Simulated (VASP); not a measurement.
MoS$_{2}$ (1T (CdI2) bulk): one LDA single-point calculation in two programs

```yaml
crystal:
  lattice:
    - [3.22024, 0.00000, 0.00000]
    - [-1.61012, 2.78881, 0.00000]
    - [0.00000, 0.00000, 5.94503]
  atoms:
    - { symbol: Mo, position: [0.00000, 0.00000, 0.00000] }
    - { symbol: S, position: [0.33333, 0.66667, 0.26003] }
    - { symbol: S, position: [0.66667, 0.33333, 0.73997] }
```

The two codes use different PAW datasets and cutoffs. VASP's cell holds 26 valence electrons and Ansatz's 26. LDA means the Perdew–Zunger form with relativistic exchange in VASP and the Perdew–Wang form in Ansatz. Ansatz's stress includes a Pulay correction; VASP's doesn't.

Cutoffs: 520 eV in VASP, 420 eV in Ansatz. k meshes: 12×12×4 and 12×12×4.

```tsv
	VASP	Ansatz
gap between bands v and c	-1.05 eV (bands overlap: a metal)	-1.04 eV (bands overlap: a metal)
least direct gap	0.00 eV	0.00 eV
pressure	-5.4 GPa	-5.5 GPa
largest force	0.16 eV/Å	0.18 eV/Å
```

Band v is the last that the valence electrons fill when counted band by band, and c is the next. Levels in eV from the top of v, Ansatz:

| point | v−1 | v | c | c+1 |
| --- | --- | --- | --- | --- |
| Γ | -1.58 | -1.58 | -0.88 | -0.88 |
| M | -2.48 | -2.27 | 0.33 | 1.08 |
| K | -3.94 | -0.01 | 0.33 | 0.33 |
| A | -1.60 | -1.04 | -1.04 | -0.46 |
| L | -2.75 | -2.15 | 0.33 | 1.11 |
| H | -4.42 | -0.41 | -0.41 | 0.01 |

VASP:

| point | v−1 | v | c | c+1 |
| --- | --- | --- | --- | --- |
| Γ | -1.59 | -1.59 | -0.89 | -0.89 |
| M | -2.49 | -2.29 | 0.33 | 1.08 |
| K | -3.94 | -0.01 | 0.33 | 0.33 |
| A | -1.60 | -1.05 | -1.05 | -0.47 |
| L | -2.76 | -2.15 | 0.33 | 1.11 |
| H | -4.44 | -0.41 | -0.41 | 0.01 |

Forces (eV/Å), VASP:

```csv
atom,Fx,Fy,Fz
Mo,0.000,0.000,0.000
S,0.000,0.000,-0.159
S,0.000,0.000,0.159
```

Ansatz:

| atom | Fx | Fy | Fz |
| --- | --- | --- | --- |
| Mo | 0.000 | 0.000 | 0.000 |
| S | 0.000 | 0.000 | -0.179 |
| S | 0.000 | 0.000 | 0.179 |
